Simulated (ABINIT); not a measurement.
The system is La2O3.

```xyz
5
Lattice="6.3703 0.0000 0.0000 -3.1851 5.5168 0.0000 0.0000 0.0000 3.2899" Properties=species:S:1:pos:R:3 pbc="T T T"
La    3.1851    1.8389    1.6387
La    0.0000    3.6779    1.6512
O     3.2145    0.0000    0.0000
O    -1.6072    2.7838    0.0000
O     1.5779    2.7330    0.0000
```

The cell comes from a database or a generator and needn't be the stable form of this composition.

| Item | Value |
| --- | --- |
| Program | ABINIT 10.8.3 (patched build) |
| Task | relaxation of cell and atoms |
| Functional | LDA |
| Potentials or basis | JTH PAW LDA v2.0 |
| Cutoff | 626 eV |
| k mesh | 4 × 4 × 7 |
| Occupations | fermi-dirac, width 0.05 eV |
| Spin | no spin polarisation |

At the start: pressure -4.6 GPa; volume 23.12 Å³/atom.

Problem. How do energy, volume and symmetry change on relaxing?

Solution. Over 19 steps the energy falls by 16.4 meV/atom and the volume is 22.05 Å³/atom (-4.6 %); space group P6/mmm (No. 191, to 0.05 Å).

Step by step:
```tsv
step	energy change (eV)	largest force (eV/Å)	pressure (GPa)	volume (Å³)
1	0.0000	0.0510	-4.59	115.62
2	-0.0415	0.0476	-3.26	114.00
3	-0.0786	0.0358	0.10	110.37
4	-0.0793	0.0358	-0.07	110.50
5	-0.0804	0.0336	-0.21	110.51
6	-0.0808	0.0309	-0.12	110.34
7	-0.0809	0.0294	-0.01	110.20
8	-0.0809	0.0284	0.05	110.14
9	-0.0811	0.0248	0.15	110.04
10	-0.0813	0.0191	0.22	109.98
11	-0.0816	0.0094	0.22	110.00
12	-0.0818	0.0131	0.11	110.12
13	-0.0818	0.0141	0.02	110.22
14	-0.0818	0.0130	-0.01	110.25
15	-0.0819	0.0111	-0.03	110.27
16	-0.0819	0.0080	-0.04	110.28
17	-0.0819	0.0034	-0.05	110.29
18	-0.0819	0.0013	-0.03	110.27
19	-0.0819	0.0010	-0.01	110.25
```

Final structure:
```yaml
crystal:
  lattice:
    - [6.26828, 0.00000, 0.00000]
    - [-3.13414, 5.42849, 0.00000]
    - [0.00000, 0.00000, 3.24000]
  atoms:
    - { symbol: La, position: [0.66667, 0.33333, 0.49991] }
    - { symbol: La, position: [0.33333, 0.66667, 0.50009] }
    - { symbol: O, position: [0.50004, 0.00000, 0.00000] }
    - { symbol: O, position: [0.00000, 0.50004, 0.00000] }
    - { symbol: O, position: [0.49996, 0.49996, 0.00000] }
```
